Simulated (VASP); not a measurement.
Wanted: the native input for a VASP 6.6.1 run.

- Task: relaxation of the atoms
- Functional: LDA
- Potentials or basis: VASP PAW LDA potentials, release 64 (Pb_d, S)
- Cutoff: 600 eV
- k mesh: 8 × 8 × 8
- Occupations: gaussian, width 0.03 eV
- Spin: no spin polarisation
- Further INCAR settings: ALGO = Fast; EDIFF = 1e-07; IBRION = 2; EDIFFG = -0.01; NSW = 40

The structure of PbS (Galena) lies in POSCAR:

```
PbS                                     
1.0
    0.0000000000      2.9814642895      2.9814642895
    2.9814642895      0.0000000000      2.9814642895
    2.9814642895      2.9814642895      0.0000000000
  Pb              S             
     1     1
Direct
     0.0000000000000000    0.0000000000000000    0.0000000000000000
     0.5000000000000000    0.5000000000000000    0.5000000000000000
```

The cell isn't the ideal one: a relaxed cell with its volume scaled by 1.06.

These files were run (other wordings do the same):

INCAR

```
SYSTEM = PbS
  ALGO = Fast
  EDIFF = 1E-7
  EDIFFG = -0.01
  ENCUT = 600
  IBRION = 2
  ISIF = 2
  ISMEAR = 0
  LASPH = .True.
  LCHARG = .False.
  LREAL = .False.
  LWAVE = .False.
  NELM = 80
  NSW = 40
  PREC = Accurate
  SIGMA = 0.03
```

KPOINTS

```
k-points
0
Gamma
  8 8 8
  0 0 0
```

Potentials or basis: VASP PAW LDA potentials, release 64 (Pb_d, S).

Command:

```bash
$ cat potpaw_LDA.64/Pb_d/POTCAR potpaw_LDA.64/S/POTCAR > POTCAR
$ mpirun -np 1 vasp_std > vasp.out
```

Results of the run:

```
Pressure after relaxing : -3.3 GPa
Band gap on the k mesh  : 0.26 eV, direct
```

Caveat: the relaxation stopped at its first step, so nothing moved; spin-orbit coupling is left out, which as a rule narrows the gap of such compounds by several tenths of an eV.

It took 13 s on 1 thread of Intel(R) Xeon(R) 6975P-C (Granite Rapids), with other jobs on the host, peak memory 0.18 GiB.
